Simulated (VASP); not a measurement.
# Co (P6_3/mmc) in VASP: further runs, part 2 of 2

VASP 6.6.1. The steps go on from the part before.

### Step 4. Single point, LDA, collinear spin, ferromagnetic start (grid = ENCUT=400 dk=0.6 cell=2x2x1 ISMEAR=1 SIGMA=0.1 LREAL=Auto EDIFF=1e-06)

INCAR

```
PREC = Accurate
ENCUT = 400
EDIFF = 1E-6
ISMEAR = 1
SIGMA = 0.1
LREAL = Auto
LASPH = True
NELM = 120
ALGO = Fast
ISIF = 2
LWAVE = False
LCHARG = False
ISPIN = 2
MAGMOM = 2 2 2 2 2 2 2 2
LORBIT = 11
LMAXMIX = 4
NBANDS = 44
```

KPOINTS

```
regular mesh
0
Gamma
  3 3 3
```

POSCAR

```
Co
1.0
    4.9439998064      0.0000000000      0.0000000000
   -2.4719999032      4.2816294286      0.0000000000
    0.0000000000      0.0000000000      4.0211440800
Co
8
Direct
    0.3333333334      0.1666666666      0.7500000000
    0.3333333334      0.6666666666      0.7500000000
    0.8333333333      0.1666666666      0.7500000000
    0.8333333333      0.6666666666      0.7500000000
    0.1666666666      0.3333333334      0.2500000000
    0.1666666666      0.8333333333      0.2500000000
    0.6666666666      0.3333333334      0.2500000000
    0.6666666666      0.8333333333      0.2500000000
```

Potentials or basis: VASP PAW LDA potentials, release 64 (Co).

Run with:

```bash
$ cat potpaw_LDA.64/Co/POTCAR > POTCAR
$ mpirun -np 1 vasp_std > vasp.out
```

OUTCAR:

```text
PREC = Accurate
   ENCUT = 400
   EDIFF = 1E-6
   ISMEAR = 1
   LREAL = Auto
   LASPH = True
   NELM = 120
   ISIF = 2
   ISPIN = 2
   LORBIT = 11

 Found      6 irreducible k-points:

 Following reciprocal coordinates:
            Coordinates               Weight
  0.000000  0.000000  0.000000      1.000000
  0.333333  0.000000  0.000000      6.000000
  0.333333  0.333333  0.000000      2.000000
  0.000000  0.000000  0.333333      2.000000
  0.333333  0.000000  0.333333     12.000000
  0.333333  0.333333  0.333333      4.000000
   k-points           NKPTS =      6   k-points in BZ     NKDIM =      6   number of bands    NBANDS=     44
   number of dos      NEDOS =    301   number of ions     NIONS =      8
   total plane-waves  NPLWV =  28672
   dimension x,y,z NGX =    32 NGY =   32 NGZ =   28
   dimension x,y,z NGXF=    64 NGYF=   64 NGZF=   56
   ions per type =               8
   NGX,Y,Z   is equivalent  to a cutoff of  10.76, 10.76, 11.58 a.u.
   NGXF,Y,Z  is equivalent  to a cutoff of  21.52, 21.52, 23.15 a.u.
 SYSTEM =  unknown system
   PREC   = accura    normal or accurate (medium, high low for compatibility)
   ISTART =      0    job   : 0-new  1-cont  2-samecut
   ICHARG =      2    charge: 1-file 2-atom 10-const
   ISPIN  =      2    spin polarized calculation?
   LNONCOLLINEAR =      F non collinear calculations
   LSORBIT =      F    spin-orbit coupling
   LASPH  =      T    aspherical Exc in radial PAW
   ENCUT  =  400.0 eV  29.40 Ry    5.42 a.u.   8.06  8.06  6.56*2*pi/ulx,y,z
   NELM   =    120;   NELMIN=  2; NELMDL= -5     # of ELM steps
   EDIFF  = 0.1E-05   stopping-criterion for ELM
   LREAL  =      T    real-space projection
   EDIFFG = 0.1E-04   stopping-criterion for IOM
   NSW    =      0    number of steps for IOM
   IBRION =     -1    ionic relax: 0-MD 1-quasi-New 2-CG
   NFREE  =      0    steps in history (QN), initial steepest desc. (CG)
   ISIF   =      2    stress and relaxation
[... 56 lines left out ...]
      3       5.4488      1.00000
      4       5.4488      1.00000
      5       5.4488      1.00000
      6       5.4569      1.00000
[... 271 lines left out ...]
     43       9.7440      1.00000
     44      11.6757     -0.00000
 Fermi energy:        10.3488926311

 spin component 2

 k-point     1 :       0.0000    0.0000    0.0000
  band No.  band energies     occupation
      1       1.3436      1.00000
      2       5.9195      1.00000
      3       6.2995      1.00000
      4       6.2995      1.00000
      5       6.2995      1.00000
      6       6.5395      1.00000
[... 271 lines left out ...]
     43      11.3049     -0.00000
     44      12.8438      0.00000

------------------------ aborting loop because EDIFF is reached ----------------------------------------

  FORCE on cell =-STRESS in cart. coord.  units (eV):
  Direction    XX          YY          ZZ          XY          YZ          ZX
  --------------------------------------------------------------------------------------
  -------------------------------------------------------------------------------------
  Total       -8.5666829     -8.5666829     -8.5624463      0.0000000     -0.0000000      0.0000000
  in kB     -161.2449489   -161.2449489   -161.1652053      0.0000000     -0.0000000      0.0000000
  external PRESSURE =    -161.2183677 kB  Pullay stress =       0.0000000 kB

 VOLUME and BASIS-vectors are now :
 -----------------------------------------------------------------------------
  energy-cutoff  :      400.00
  volume of cell :       85.12
      direct lattice vectors                 reciprocal lattice vectors
     4.943999806  0.000000000  0.000000000     0.202265380  0.116777972  0.000000000
    -2.471999903  4.281629429  0.000000000     0.000000000  0.233555943  0.000000000
     0.000000000  0.000000000  4.021144080     0.000000000  0.000000000  0.248685444

 POSITION                                       TOTAL-FORCE (eV/Angst)
 -----------------------------------------------------------------------------------
      1.23600      0.71360      3.01586         0.000000      0.000000     -0.000000
      0.00000      2.85442      3.01586        -0.000000     -0.000000      0.000000
      3.70800      0.71360      3.01586        -0.000000      0.000000     -0.000000
      2.47200      2.85442      3.01586        -0.000000      0.000000      0.000000
     -0.00000      1.42721      1.00529         0.000000     -0.000000      0.000000
     -1.23600      3.56802      1.00529         0.000000     -0.000000      0.000000
      2.47200      1.42721      1.00529         0.000000      0.000000     -0.000000
      1.23600      3.56802      1.00529         0.000000     -0.000000      0.000000
 -----------------------------------------------------------------------------------
    total drift:                               -0.000000     -0.000000      0.000000

  FREE ENERGIE OF THE ION-ELECTRON SYSTEM (eV)
  ---------------------------------------------------
  free  energy   TOTEN  =       -64.9692599153 eV

  energy  without entropy=      -64.9758808101  energy(sigma->0) =      -64.97146688

 total charge

# of ion       s       p       d       tot
------------------------------------------
    1        0.498   0.533   7.287   8.317
    2        0.498   0.533   7.287   8.317
    3        0.498   0.533   7.287   8.317
    4        0.498   0.533   7.287   8.317
    5        0.498   0.533   7.287   8.317
    6        0.498   0.533   7.287   8.317
    7        0.498   0.533   7.287   8.317
    8        0.498   0.533   7.287   8.317
--------------------------------------------------
tot          3.982   4.262  58.294  66.539

 magnetization (x)

# of ion       s       p       d       tot
------------------------------------------
    1       -0.013  -0.042   1.619   1.564
    2       -0.013  -0.042   1.619   1.564
    3       -0.013  -0.042   1.619   1.564
    4       -0.013  -0.042   1.619   1.564
    5       -0.013  -0.042   1.619   1.564
    6       -0.013  -0.042   1.619   1.564
    7       -0.013  -0.042   1.619   1.564
    8       -0.013  -0.042   1.619   1.564
--------------------------------------------------
tot         -0.105  -0.334  12.950  12.511
```

OSZICAR:

```text
N       E                     dE             d eps       ncg     rms          rms(c)
DAV:   1     0.504250216445E+03    0.50425E+03   -0.27011E+04  1056   0.190E+03
DAV:   2    -0.233677586781E+02   -0.52762E+03   -0.51239E+03  1056   0.402E+02
DAV:   3    -0.699858824719E+02   -0.46618E+02   -0.40601E+02  1148   0.155E+02
DAV:   4    -0.741730631660E+02   -0.41872E+01   -0.38453E+01  1544   0.400E+01
DAV:   5    -0.743201731587E+02   -0.14711E+00   -0.14254E+00  1408   0.727E+00    0.312E+01
RMM:   6    -0.650704119028E+02    0.92498E+01   -0.10667E+02  1058   0.101E+02    0.152E+01
RMM:   7    -0.647126822620E+02    0.35773E+00   -0.15149E+01  1064   0.395E+01    0.845E+00
RMM:   8    -0.650044664617E+02   -0.29178E+00   -0.36616E+00  1137   0.579E+00    0.278E+00
RMM:   9    -0.649690649059E+02    0.35402E-01   -0.71501E-01  1072   0.765E+00    0.132E+00
RMM:  10    -0.649662209478E+02    0.28440E-02   -0.12933E-01  1147   0.257E+00    0.288E-01
RMM:  11    -0.649693397339E+02   -0.31188E-02   -0.27042E-02  1298   0.524E-01    0.234E-01
RMM:  12    -0.649694910121E+02   -0.15128E-03   -0.37264E-03  1241   0.314E-01    0.186E-01
RMM:  13    -0.649692575515E+02    0.23346E-03   -0.79771E-04  1134   0.258E-01    0.847E-02
RMM:  14    -0.649692590772E+02   -0.15257E-05   -0.74546E-04  1177   0.144E-01    0.177E-02
RMM:  15    -0.649692599153E+02   -0.83814E-06    0.68687E-06  1378   0.612E-02
   1 F= -.64969260E+02 E0= -.64971467E+02  d E =0.662089E-02  mag=    12.4932
```

Wall time 60 s (1 thread of Intel Xeon Platinum 8488C (Sapphire Rapids), shared host); peak memory 0.17 GiB.

These settings aren't checked as converged: the numbers below hold their error.

What came out:

```yaml
Free_energy: -64.9693 eV
Pressure: -16.1 GPa
Band_gap_on_the_k_mesh: none (metal or under the smearing width)
Net_moment: 12.49 μB per cell
Site_moments: Co +1.56 μB
Valence_electrons_inside_the_program's_atomic_spheres: Co 8.32
```

Caveat: the k mesh is coarse (spacing up to 0.52 Å⁻¹), so the values aren't converged.

### Step 5. The reference run

An earlier run on the cell as given: functional PBE; potentials or basis VASP PAW PBE potentials, release 64 (Co); cutoff 520 eV; k mesh 12 × 12 × 7; occupations fermi-dirac, width 0.05 eV; collinear spin, ferromagnetic start; starting moments [2.0, 2.0] μB.

* Pressure: 3.9 GPa
* Band gap on the k mesh: none (metal or under the smearing width)
* Net moment: 3.19 μB per cell
* Site moments: Co +1.61 μB
* Valence electrons inside the program's atomic spheres: Co 8.31
